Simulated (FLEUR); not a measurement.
# Au (Fm-3m) in FLEUR: a series of runs

The runs below take Au through band structure, equation of state, with SCAN.

All numbers are computed with FLEUR MaX-R8.1 (later development tree); they aren't measurements. Logs are shortened: lines on timing, memory, paths and dates and some standing lists are left out, and cuts for length are marked.

**The experiment to reproduce.**

From “Exploring toroidal anvil profiles for larger sample volumes above 4 Mbar”, 2024, pmc:11102561, for a bulk crystal of Au: bulk modulus 167 GPa.

The runs below are set against these values where they give the same quantity.

### Step 1. The structure

It takes space group Fm-3m (No. 225, cubic). The conventional cell has a = 4.070 Å, b = 4.070 Å, c = 4.070 Å, α = 90.00°, β = 90.00°, γ = 90.00°. Around Au (site symmetry m-3m) lie 12 Au at 2.88 Å.

### Step 2. Band structure, SCAN

Contents of inp.xml:

```xml
<?xml version="1.0" encoding="UTF-8" standalone="no"?>
<fleurInput fleurInputVersion="0.39">
   <comment>
      Au                                                                                                  
   </comment>
   <calculationSetup>
      <cutoffs Kmax="4.1" Gmax="12.7" GmaxXC="12.7" numbands="0"/>
      <scfLoop itmax="80" minDistance="0.0001" maxIterBroyd="30" imix="Anderson" alpha="0.05" precondParam="0.0" spinf="2.0" sdNocoIR="T"/>
      <coreElectrons ctail="F" frcor="F" kcrel="0" coretail_lmax="0"/>
      <xcFunctional name="LibXC" relativisticCorrections="F">
         <LibXCName exchange="mgga_x_scan" correlation="mgga_c_scan"/>
         <AuxGGA exchange="117" correlation="130"/>
      </xcFunctional>
      <magnetism jspins="1"/>
      <soc l_soc="F" theta="0.0" phi="0.0" spav="F"/>
      <expertModes spex="0" secvar="F"/>
      <geometryOptimization l_f="F" forcealpha="1.0" forcemix="BFGS" epsdisp="0.00001" epsforce="0.00001"/>
      <ldaU l_linMix="F" mixParam="0.05" spinf="1.0"/>
   </calculationSetup>
   <cell>
      <bzIntegration valenceElectrons="19.0" mode="hist" fermiSmearingEnergy="0.00183747">
         <kPointListSelection listName="default-1"/>
         <!-- k-points included here -->
         <xi:include xmlns:xi="http://www.w3.org/2001/XInclude" href="kpts.xml"> </xi:include>
      </bzIntegration>
      <!-- symmetry operations included here -->
      <xi:include xmlns:xi="http://www.w3.org/2001/XInclude" href="sym.xml"> </xi:include>
      <bulkLattice scale="1.0">
         <bravaisMatrix>
            <row-1>    0.0000000000000000     3.8455926635609998     3.8455926635609998</row-1>
            <row-2>    3.8455926635609998     0.0000000000000000     3.8455926635609998</row-2>
            <row-3>    3.8455926635609998     3.8455926635609998     0.0000000000000000</row-3>
         </bravaisMatrix>
      </bulkLattice>
   </cell>
   <atomSpecies>
      <species name="Gold (Au)" element="Au" atomicNumber="79">
         <mtSphere radius="2.52" gridPoints="833" logIncrement="0.016"/>
         <atomicCutoffs lmax="10" lnonsphr="10"/>
         <electronConfig flipSpins="F">
            <coreConfig>(1s1/2) (2s1/2) (2p1/2) (2p3/2) (3s1/2) (3p1/2) (3p3/2) (4s1/2) (3d3/2) (3d5/2) (4p1/2) (4p3/2) (4d3/2) (4d5/2) (4f5/2) (4f7/2)</coreConfig>
            <valenceConfig>(5s1/2) (5p1/2) (5p3/2) (6s1/2) (5d3/2) (5d5/2)</valenceConfig>
            <stateOccupation state="(6s1/2)" spinUp="0.500000" spinDown="0.500000"/>
         </electronConfig>
         <energyParameters s="6" p="6" d="5" f="5"/>
         <lo type="SCLO" l="0" n="5" eDeriv="0"/>
         <lo type="SCLO" l="1" n="5" eDeriv="0"/>
         <lo type="SCLO" l="1" n="5" eDeriv="1"/>
         <lo type="SCLO" l="2" n="5" eDeriv="2"/>
         <lo type="SCLO" l="3" n="5" eDeriv="2"/>
      </species>
   </atomSpecies>
   <atomGroups>
      <atomGroup species="Gold (Au)">
         <relPos label="                   1">.0000000000 .0000000000 .0000000000</relPos>
         <force calculate="T" relaxXYZ="TTT"/>
      </atomGroup>
   </atomGroups>
   <output dos="F" band="F" slice="F">
      <checks vchk="F" cdinf="F"/>
      <bandDOS minEnergy="-.5*Htr" maxEnergy="0.5*Htr" sigma="0.015" storeEVData="T"/>
      <vacuumDOS vacdos="F" integ="F" star="F" nstars="0" locx1="0.0" locy1="0.0" locx2="0.0" locy2="0.0" nstm="0" tworkf="0.0"/>
      <unfoldingBand unfoldBand="F" supercellX="1" supercellY="1" supercellZ="1"/>
      <plotting iplot="0" polar="F">
         <plot TwoD="T" vec1="  1.0  0.0  0.0" vec2="  0.0  1.0  0.0" vec3="  0.0  0.0  1.0" zero="  0.0  0.0  0.0" file="plot"/>
      </plotting>
      <chargeDensitySlicing numkpt="0" minEigenval="0.0" maxEigenval="0.0" nnne="0" pallst="F"/>
      <specialOutput eonly="F"/>
      <moessbauerParams electricFieldGradient="T" isomerShift="T" coreHyperfine="T" valenceHyperfine="T"/>
      <magneticCircularDichroism mcd="F" energyLo="-10.0" energyUp="0.0"/>
   </output>
  <!-- We include the file relax.xml here to enable relaxations (see documentation) -->
  <xi:include xmlns:xi="http://www.w3.org/2001/XInclude" href="relax.xml"> <xi:fallback/> </xi:include>
</fleurInput>
```

Contents of crystal.txt:

```
Au
&input cartesian=F /
0.0000000000  2.0350000000  2.0350000000
2.0350000000  0.0000000000  2.0350000000
2.0350000000  2.0350000000  0.0000000000
1.8897261246
1.0 1.0 1.0

1
79 0.0000000000  0.0000000000  0.0000000000

&kpt div1=11 div2=11 div3=11 gamma=T /
```

Contents of inp.xml (bands):

```
<?xml version="1.0" encoding="UTF-8" standalone="no"?>
<fleurInput fleurInputVersion="0.39">
   <comment>
      Au                                                                                                  
   </comment>
   <calculationSetup>
      <cutoffs Kmax="4.1" Gmax="12.7" GmaxXC="12.7" numbands="0"/>
      <scfLoop itmax="80" minDistance="0.0001" maxIterBroyd="30" imix="Anderson" alpha="0.05" precondParam="0.0" spinf="2.0" sdNocoIR="T"/>
      <coreElectrons ctail="F" frcor="F" kcrel="0" coretail_lmax="0"/>
      <xcFunctional name="LibXC" relativisticCorrections="F">
         <LibXCName exchange="mgga_x_scan" correlation="mgga_c_scan"/>
         <AuxGGA exchange="117" correlation="130"/>
      </xcFunctional>
      <magnetism jspins="1"/>
      <soc l_soc="F" theta="0.0" phi="0.0" spav="F"/>
      <expertModes spex="0" secvar="F"/>
      <geometryOptimization l_f="F" forcealpha="1.0" forcemix="BFGS" epsdisp="0.00001" epsforce="0.00001"/>
      <ldaU l_linMix="F" mixParam="0.05" spinf="1.0"/>
   </calculationSetup>
   <cell>
      <bzIntegration valenceElectrons="19.0" mode="hist" fermiSmearingEnergy="0.00183747">
         <kPointListSelection listName="path-1"/>
         <!-- k-points included here -->
         <xi:include xmlns:xi="http://www.w3.org/2001/XInclude" href="kpts.xml"> </xi:include>
      </bzIntegration>
      <!-- symmetry operations included here -->
      <xi:include xmlns:xi="http://www.w3.org/2001/XInclude" href="sym.xml"> </xi:include>
      <bulkLattice scale="1.0">
         <bravaisMatrix>
            <row-1>    0.0000000000000000     3.8455926635609998     3.8455926635609998</row-1>
            <row-2>    3.8455926635609998     0.0000000000000000     3.8455926635609998</row-2>
            <row-3>    3.8455926635609998     3.8455926635609998     0.0000000000000000</row-3>
         </bravaisMatrix>
      </bulkLattice>
   </cell>
   <atomSpecies>
      <species name="Gold (Au)" element="Au" atomicNumber="79">
         <mtSphere radius="2.52" gridPoints="833" logIncrement="0.016"/>
         <atomicCutoffs lmax="10" lnonsphr="10"/>
         <electronConfig flipSpins="F">
            <coreConfig>(1s1/2) (2s1/2) (2p1/2) (2p3/2) (3s1/2) (3p1/2) (3p3/2) (4s1/2) (3d3/2) (3d5/2) (4p1/2) (4p3/2) (4d3/2) (4d5/2) (4f5/2) (4f7/2)</coreConfig>
            <valenceConfig>(5s1/2) (5p1/2) (5p3/2) (6s1/2) (5d3/2) (5d5/2)</valenceConfig>
            <stateOccupation state="(6s1/2)" spinUp="0.500000" spinDown="0.500000"/>
         </electronConfig>
         <energyParameters s="6" p="6" d="5" f="5"/>
         <lo type="SCLO" l="0" n="5" eDeriv="0"/>
         <lo type="SCLO" l="1" n="5" eDeriv="0"/>
         <lo type="SCLO" l="1" n="5" eDeriv="1"/>
         <lo type="SCLO" l="2" n="5" eDeriv="2"/>
         <lo type="SCLO" l="3" n="5" eDeriv="2"/>
      </species>
   </atomSpecies>
   <atomGroups>
      <atomGroup species="Gold (Au)">
         <relPos label="                   1">.0000000000 .0000000000 .0000000000</relPos>
         <force calculate="T" relaxXYZ="TTT"/>
      </atomGroup>
   </atomGroups>
   <output dos="F" band="T" slice="F">
      <checks vchk="F" cdinf="F"/>
      <bandDOS minEnergy="-.5*Htr" maxEnergy="0.5*Htr" sigma="0.015" storeEVData="T"/>
      <vacuumDOS vacdos="F" integ="F" star="F" nstars="0" locx1="0.0" locy1="0.0" locx2="0.0" locy2="0.0" nstm="0" tworkf="0.0"/>
      <unfoldingBand unfoldBand="F" supercellX="1" supercellY="1" supercellZ="1"/>
      <plotting iplot="0" polar="F">
         <plot TwoD="T" vec1="  1.0  0.0  0.0" vec2="  0.0  1.0  0.0" vec3="  0.0  0.0  1.0" zero="  0.0  0.0  0.0" file="plot"/>
      </plotting>
      <chargeDensitySlicing numkpt="0" minEigenval="0.0" maxEigenval="0.0" nnne="0" pallst="F"/>
      <specialOutput eonly="F"/>
      <moessbauerParams electricFieldGradient="T" isomerShift="T" coreHyperfine="T" valenceHyperfine="T"/>
      <magneticCircularDichroism mcd="F" energyLo="-10.0" energyUp="0.0"/>
   </output>
  <!-- We include the file relax.xml here to enable relaxations (see documentation) -->
  <xi:include xmlns:xi="http://www.w3.org/2001/XInclude" href="relax.xml"> <xi:fallback/> </xi:include>
</fleurInput>
```

Potentials or basis: all-electron, FLAPW.

On the command line:

```
$ inpgen -f crystal.txt -profile fastHighL
$ # inp.xml edited to the form shown
$ fleur_MPI
$ fleur_MPI   # second run, on inp.xml (bands)
```

Output:

```text
Welcome to FLEUR        (www.flapw.de)
      MaX-Release 8.1          (www.max-centre.eu)
 func_ids         267         263         267         263
 MetaGGA potential functional detected - V_tau will be computed
 Auxiliary Potential for radial basis: exchange=         117  correlation=         130
The functional 'SCAN exchange of Sun, Ruzsinszky, and Perdew' is an exchange functional, it belongs to the 'MGGA' family and is defined in the reference(s):
[1] J. Sun, A. Ruzsinszky, and J. P. Perdew.,  Phys. Rev. Lett. 115, 036402 (2015)
The functional 'SCAN correlation of Sun, Ruzsinszky, and Perdew' is a correlation functional, it belongs to the 'MGGA' family and is defined in the reference(s):
[1] J. Sun, A. Ruzsinszky, and J. P. Perdew.,  Phys. Rev. Lett. 115, 036402 (2015)
 Using same functional for VXC and EXC

 ========== k-point set info ==========
 Selected k-point list: default-1
 k-point list type: mesh
 11 x 11 x 11
 Number of k points: 56

 ------------Calculation Setup---------------------------
 Number of MPI-tasks      :            1
 Number of PE/node        :            1
 Number of OMP-threads    :            1
 Most efficient MPI parallelization for:
           1           2           4           7           8          14          28          56
 Additional eigenvalue parallelization possible
 Number of basis functions:          175
 Approximate size of matrices (H+S) per k-point:         0.000 GB
 --------------------------------------------------------
The functional 'Hammer, Hansen, and Norskov' is an exchange functional, it belongs to the 'GGA' family and is defined in the reference(s):
[1] B. Hammer, L. B. Hansen, and J. K. Nørskov.,  Phys. Rev. B 59, 7413 (1999)
The functional 'Perdew, Burke & Ernzerhof' is a correlation functional, it belongs to the 'GGA' family and is defined in the reference(s):
[1] J. P. Perdew, K. Burke, and M. Ernzerhof.,  Phys. Rev. Lett. 77, 3865 (1996)
[2] J. P. Perdew, K. Burke, and M. Ernzerhof.,  Phys. Rev. Lett. 78, 1396 (1997)
 Using same functional for VXC and EXC
 Using auxiliary GGA potential for the first iteration of MetaGGA calculation.
 Reset of history
 Reset of history
 Iteration:     1   Distance:      66.84928064 me/bohr^3
The functional 'Hammer, Hansen, and Norskov' is an exchange functional, it belongs to the 'GGA' family and is defined in the reference(s):
[1] B. Hammer, L. B. Hansen, and J. K. Nørskov.,  Phys. Rev. B 59, 7413 (1999)
The functional 'Perdew, Burke & Ernzerhof' is a correlation functional, it belongs to the 'GGA' family and is defined in the reference(s):
[1] J. P. Perdew, K. Burke, and M. Ernzerhof.,  Phys. Rev. Lett. 77, 3865 (1996)
[2] J. P. Perdew, K. Burke, and M. Ernzerhof.,  Phys. Rev. Lett. 78, 1396 (1997)
 Using same functional for VXC and EXC
 Iteration:     2   Distance:      63.29623372 me/bohr^3
The functional 'Hammer, Hansen, and Norskov' is an exchange functional, it belongs to the 'GGA' family and is defined in the reference(s):
[1] B. Hammer, L. B. Hansen, and J. K. Nørskov.,  Phys. Rev. B 59, 7413 (1999)
The functional 'Perdew, Burke & Ernzerhof' is a correlation functional, it belongs to the 'GGA' family and is defined in the reference(s):
[1] J. P. Perdew, K. Burke, and M. Ernzerhof.,  Phys. Rev. Lett. 77, 3865 (1996)
[2] J. P. Perdew, K. Burke, and M. Ernzerhof.,  Phys. Rev. Lett. 78, 1396 (1997)
 Using same functional for VXC and EXC
 Iteration:     3   Distance:      60.06789723 me/bohr^3
The functional 'Hammer, Hansen, and Norskov' is an exchange functional, it belongs to the 'GGA' family and is defined in the reference(s):
[1] B. Hammer, L. B. Hansen, and J. K. Nørskov.,  Phys. Rev. B 59, 7413 (1999)
The functional 'Perdew, Burke & Ernzerhof' is a correlation functional, it belongs to the 'GGA' family and is defined in the reference(s):
[1] J. P. Perdew, K. Burke, and M. Ernzerhof.,  Phys. Rev. Lett. 77, 3865 (1996)
[2] J. P. Perdew, K. Burke, and M. Ernzerhof.,  Phys. Rev. Lett. 78, 1396 (1997)
 Using same functional for VXC and EXC
 Iteration:     4   Distance:       9.37051551 me/bohr^3
The functional 'Hammer, Hansen, and Norskov' is an exchange functional, it belongs to the 'GGA' family and is defined in the reference(s):
[1] B. Hammer, L. B. Hansen, and J. K. Nørskov.,  Phys. Rev. B 59, 7413 (1999)
The functional 'Perdew, Burke & Ernzerhof' is a correlation functional, it belongs to the 'GGA' family and is defined in the reference(s):
[1] J. P. Perdew, K. Burke, and M. Ernzerhof.,  Phys. Rev. Lett. 77, 3865 (1996)
[2] J. P. Perdew, K. Burke, and M. Ernzerhof.,  Phys. Rev. Lett. 78, 1396 (1997)
 Using same functional for VXC and EXC
 Iteration:     5   Distance:       2.09505232 me/bohr^3
The functional 'Hammer, Hansen, and Norskov' is an exchange functional, it belongs to the 'GGA' family and is defined in the reference(s):
[... 39 lines left out ...]
 Using same functional for VXC and EXC
 Iteration:    11   Distance:       0.00343193 me/bohr^3
The functional 'Hammer, Hansen, and Norskov' is an exchange functional, it belongs to the 'GGA' family and is defined in the reference(s):
[1] B. Hammer, L. B. Hansen, and J. K. Nørskov.,  Phys. Rev. B 59, 7413 (1999)
The functional 'Perdew, Burke & Ernzerhof' is a correlation functional, it belongs to the 'GGA' family and is defined in the reference(s):
[1] J. P. Perdew, K. Burke, and M. Ernzerhof.,  Phys. Rev. Lett. 77, 3865 (1996)
[2] J. P. Perdew, K. Burke, and M. Ernzerhof.,  Phys. Rev. Lett. 78, 1396 (1997)
 Using same functional for VXC and EXC
 Iteration:    12   Distance:       0.00020148 me/bohr^3
The functional 'Hammer, Hansen, and Norskov' is an exchange functional, it belongs to the 'GGA' family and is defined in the reference(s):
[1] B. Hammer, L. B. Hansen, and J. K. Nørskov.,  Phys. Rev. B 59, 7413 (1999)
The functional 'Perdew, Burke & Ernzerhof' is a correlation functional, it belongs to the 'GGA' family and is defined in the reference(s):
[1] J. P. Perdew, K. Burke, and M. Ernzerhof.,  Phys. Rev. Lett. 77, 3865 (1996)
[2] J. P. Perdew, K. Burke, and M. Ernzerhof.,  Phys. Rev. Lett. 78, 1396 (1997)
 Using same functional for VXC and EXC
 Iteration:    13   Distance:       0.00014272 me/bohr^3
The functional 'Hammer, Hansen, and Norskov' is an exchange functional, it belongs to the 'GGA' family and is defined in the reference(s):
[1] B. Hammer, L. B. Hansen, and J. K. Nørskov.,  Phys. Rev. B 59, 7413 (1999)
The functional 'Perdew, Burke & Ernzerhof' is a correlation functional, it belongs to the 'GGA' family and is defined in the reference(s):
[1] J. P. Perdew, K. Burke, and M. Ernzerhof.,  Phys. Rev. Lett. 77, 3865 (1996)
[2] J. P. Perdew, K. Burke, and M. Ernzerhof.,  Phys. Rev. Lett. 78, 1396 (1997)
 Using same functional for VXC and EXC
 Iteration:    14   Distance:       0.00001245 me/bohr^3

 ********************************************************************
 Run finished successfully
 Stop message:
   all done
 ********************************************************************
```

It took 20 s on 1 thread of Arm Neoverse V1, shared host; peak memory 0.08 GiB.

Results:

| Property | Result |
| --- | --- |
| Free energy | -518295.3267 eV |
| Band gap along the path | none (metal or under the smearing width) |
| Valence electrons inside the program's atomic spheres | Au 17.55 (radii Au 2.52 bohr) |

Levels at the corners of the path, in eV from the Fermi level:
```
point  band 7  band 8  band 9  band 10  band 11  band 12
    Γ   -4.96   -4.96   -3.42    -3.42    15.14    19.22
    X   -2.18   -1.72   -1.72     0.96     5.89    10.31
    W   -5.45   -3.58   -1.72     4.74     6.52     6.52
    K   -4.06   -3.11   -2.20     3.86     4.83     7.77
    Γ   -4.96   -4.96   -3.42    -3.42    15.14    19.22
    L   -5.03   -2.09   -2.09    -1.02     3.12    14.64
    U   -4.06   -3.11   -2.20     3.86     4.83     7.77
    W   -5.45   -3.58   -1.72     4.74     6.52     6.52
    L   -5.03   -2.09   -2.09    -1.02     3.12    14.64
    K   -4.06   -3.11   -2.20     3.86     4.83     7.77
    U   -4.06   -3.11   -2.20     3.86     4.83     7.77
    X   -2.18   -1.72   -1.72     0.96     5.89    10.31
```

Core levels (eV from the Fermi level):
```csv
atom,levels
1 Au,"1s1/2 -80657.1, 2s1/2 -14217.2, 2p1/2 -13630.1, 2p3/2 -11794.3, 3s1/2 -3353.2, 3p1/2 -3089.9, 3p3/2 -2684.8, 4s1/2 -725.7, 3d3/2 -2249.1, 3d5/2 -2162.1, 4p1/2 -613.5, 4p3/2 -516.4, 4d3/2 -333.2, 4d5/2 -315.1, 4f5/2 -80.2, 4f7/2 -76.4"
```

Caveat: the meta-GGA is that of a development version, with a GGA for the radial functions and cores and without core tails; spin-orbit coupling is left out, which moves the levels of the heavy elements.

### Step 3. Equation of state, SCAN, 15.84 Å³/atom (volume scaled by 0.94)

Edit inp.xml of step 2 so:

```diff
@@ -27,3 +27,3 @@
       <xi:include xmlns:xi="http://www.w3.org/2001/XInclude" href="sym.xml"> </xi:include>
-      <bulkLattice scale="1.0">
+      <bulkLattice scale="0.9795861087">
          <bravaisMatrix>
@@ -37,3 +37,3 @@
       <species name="Gold (Au)" element="Au" atomicNumber="79">
-         <mtSphere radius="2.52" gridPoints="833" logIncrement="0.016"/>
+         <mtSphere radius="2.47" gridPoints="833" logIncrement="0.016"/>
          <atomicCutoffs lmax="10" lnonsphr="10"/>
```

Potentials or basis: all-electron, FLAPW.

On the command line:

```
$ inpgen -f crystal.txt -profile fastHighL
$ # inp.xml edited to the form shown
$ fleur_MPI
```

It took 17 s on 1 thread of Arm Neoverse V1, shared host; peak memory 0.08 GiB.

It converged, with:

```yaml
Free_energy: -518295.2747 eV
Band_gap_on_the_k_mesh: none (metal or under the smearing width)
Valence_electrons_inside_the_program's_atomic_spheres: Au 17.47 (radii Au 2.47 bohr)
```

Caveat: the meta-GGA is that of a development version, with a GGA for the radial functions and cores and without core tails.

### Step 4. Equation of state, SCAN, 16.18 Å³/atom (volume scaled by 0.96)

Edit inp.xml of step 3 so:

```diff
@@ -27,3 +27,3 @@
       <xi:include xmlns:xi="http://www.w3.org/2001/XInclude" href="sym.xml"> </xi:include>
-      <bulkLattice scale="0.9795861087">
+      <bulkLattice scale="0.9864848297">
          <bravaisMatrix>
```

On the command line:

```
$ inpgen -f crystal.txt -profile fastHighL
$ # inp.xml edited to the form shown
$ fleur_MPI
```

It took 17 s on 1 thread of Arm Neoverse V1, shared host; peak memory 0.08 GiB.

It converged, with:

```yaml
Free_energy: -518295.3047 eV
Band_gap_on_the_k_mesh: none (metal or under the smearing width)
Valence_electrons_inside_the_program's_atomic_spheres: Au 17.44 (radii Au 2.47 bohr)
```

Caveat: the meta-GGA is that of a development version, with a GGA for the radial functions and cores and without core tails.

(Continued in part 2 of 2.)
